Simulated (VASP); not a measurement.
Wanted: the native input for a VASP 6.6.1 run.

- Task: single point
- Functional: PBEsol
- Potentials or basis: VASP PAW PBE potentials, release 64 (Li_sv, F)
- Cutoff: 520 eV
- k mesh: 10 × 10 × 10
- Occupations: gaussian, width 0.05 eV
- Spin: no spin polarisation
- Dipole correction: no
- Further INCAR settings: ALGO = Normal; EDIFF = 1e-06; NBANDS = 12

The structure of LiF lies in POSCAR:

```
LiF
1.0
    0.0000000000      2.0140000000      2.0140000000
    2.0140000000      0.0000000000      2.0140000000
    2.0140000000      2.0140000000      0.0000000000
Li F
1 1
Direct
    0.1117179742     -0.1117179742     -0.1117179742
    0.5000000000      0.5000000000      0.5000000000
```

Measurements of this composition are mostly on another form, of space group No. 225.

The cell isn't the ideal one: atom 1 (Li) moved by (-0.450, +0.000) A along x and y.

The input as run:

INCAR

```
PREC     = Accurate       # precision mode
ENCUT    = 520            # plane-wave cutoff, eV
EDIFF    = 1E-6           # SCF threshold, eV
ISMEAR   = 0              # smearing method
SIGMA    = 0.05           # smearing width, eV
LREAL    = False          # projectors in reciprocal space
LASPH    = True           # aspherical terms in the spheres
NELM     = 80             # most SCF steps
ALGO     = Normal         # electronic algorithm
ISIF     = 2              # what is computed and relaxed
LWAVE    = False          # write WAVECAR
LCHARG   = True           # write CHGCAR
GGA      = PS             # functional
LELF     = True           # ELF
LVHAR    = True         
NBANDS   = 12             # bands
```

KPOINTS

```
regular mesh
0
Gamma
  10 10 10
```

Potentials or basis: VASP PAW PBE potentials, release 64 (Li_sv, F).

Launch:

```console
$ cat potpaw_PBE.64/Li_sv/POTCAR potpaw_PBE.64/F/POTCAR > POTCAR
$ mpirun -np 1 vasp_std > vasp.out
```

Results of the run:

- Largest force: 2.650 eV/Å
- Band gap on the k mesh: 8.62 eV, direct

Caveat: the PAW data sets were made with another functional, which shifts forces and pressure a little.

It took 15 s on 1 thread of Intel(R) Xeon(R) Platinum 8259CL CPU @ 2.50GHz (Skylake/Cascade Lake), on a shared host, peak memory 0.14 GiB.
